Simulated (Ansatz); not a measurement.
S: from a first guess to the relaxed diamond type

First guess:

```yaml
crystal:
  lattice:
    - [0.00000, 2.40144, 2.40144]
    - [2.40144, 0.00000, 2.40144]
    - [2.40144, 2.40144, 0.00000]
  atoms:
    - { symbol: S, position: [0.00000, 0.00000, 0.00000] }
    - { symbol: S, position: [0.25000, 0.25000, 0.25000] }
```

Method: DFT, PBE, PAW with Ansatz's default frozen-core files, scalar-relativistic in Ansatz 0.2.0.

Cell and atoms relax within the symmetry of the start on a 12×12×12 k mesh with 0.05 eV Fermi–Dirac smearing.

The start is built from a prototype, known or not as a phase of this compound; the cutoff is 420 eV.

(1) What is the pressure of the first guess?

(2) What does it relax to?

(3) How much energy does the relaxation release?

Answers

(1) 56.9 GPa.

(2) a = 5.792 Å, b = 5.792 Å, c = 5.792 Å, α = 90.00°, β = 90.00°, γ = 90.00° (conventional cell), 24.29 Å³ per atom:
```
CELL_PARAMETERS angstrom
0.00000 2.89610 2.89610
2.89610 0.00000 2.89610
2.89610 2.89610 0.00000
ATOMIC_POSITIONS crystal
S 0.00000 0.00000 0.00000
S 0.25000 0.25000 0.25000
```

(3) 1297 meV/atom.
